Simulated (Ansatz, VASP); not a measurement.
Two plane-wave programs on Cu

```xyz
1
Lattice="-1.4487 1.4487 1.3675 1.4487 -1.4487 1.3675 1.4487 1.4487 -1.3675" Properties=species:S:1:pos:R:3 pbc="T T T"
Cu    0.0000    0.0000    0.0000
```

Alike in both runs: functional r2SCAN; k mesh 20 × 20 × 20; occupations gaussian, width 0.1 eV; no spin polarisation.

Ansatz relaxed the structure, and its values are those at the end. VASP's run is a single point on that final structure, the one shown.

|  | VASP | Ansatz |
| --- | --- | --- |
| version | VASP 6.6.1 | Ansatz 0.2.0 |
| potentials or method | VASP PAW PBE potentials, release 64 (Cu) | scalar-relativistic, plane waves, PAW |
| plane-wave cutoff (eV) | 520 | 500 |
| valence electrons in the cell | 11 | 19 |

Ansatz gave:

```
gap on the k mesh at the Fermi level (eV) : none
pressure (GPa)                            : 0.0
```

Q: Which values does VASP return?

A: gap on the k mesh at the Fermi level (eV): none; pressure (GPa): 0.7.

A gap of «none» marks a metal or a gap that the smearing closes. The functional is the same, so the differences come from potentials, cutoffs and numerics. The two sets of potentials don't hold the same shells in valence.

Caveats: the PAW data sets were made with another functional, which shifts forces and pressure a little (VASP).
